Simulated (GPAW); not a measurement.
The system is ZnS.

```
Zn S
1.0
     0.00000    2.70200    2.70200
     2.70200    0.00000    2.70200
     2.70200    2.70200    0.00000
Zn S
1 1
Cartesian
  4.0530 4.0530 4.0530
  0.0000 0.0000 0.0000
```

Base run:

- Program: GPAW 26.7.0
- Functional: LDA
- Potentials or basis: PAW data sets generated in the run's folder for this functional
- Cutoff: 600 eV
- Basis: pw
- k mesh: 7 × 7 × 7
- Occupations: fermi-dirac, width 0.05 eV
- Spin: no spin polarisation

Its results: band gap on the k mesh 1.86 eV, direct; pressure -4.9 GPa.

Problem. After a change of settings the same cell gave: band gap on the k mesh 2.11 eV, direct; pressure 1.7 GPa. Which change was it?
A. potentials or basis from PAW data sets generated in the run's folder for this functional to the program's PAW data sets (release 1.2.1) made for this functional, newer versions; band points from 80 to 60
B. functional from LDA to PBE; potentials or basis from PAW data sets generated in the run's folder for this functional to GPAW PAW data sets (gpaw-data 1.2.1), newer versions
C. potentials or basis from PAW data sets generated in the run's folder for this functional to the program's PAW data sets (release 1.2.1) made for this functional; k mesh from 7 × 7 × 7 to 9 × 9 × 9

Solution. B.

Not every run made on this cell is shown here.
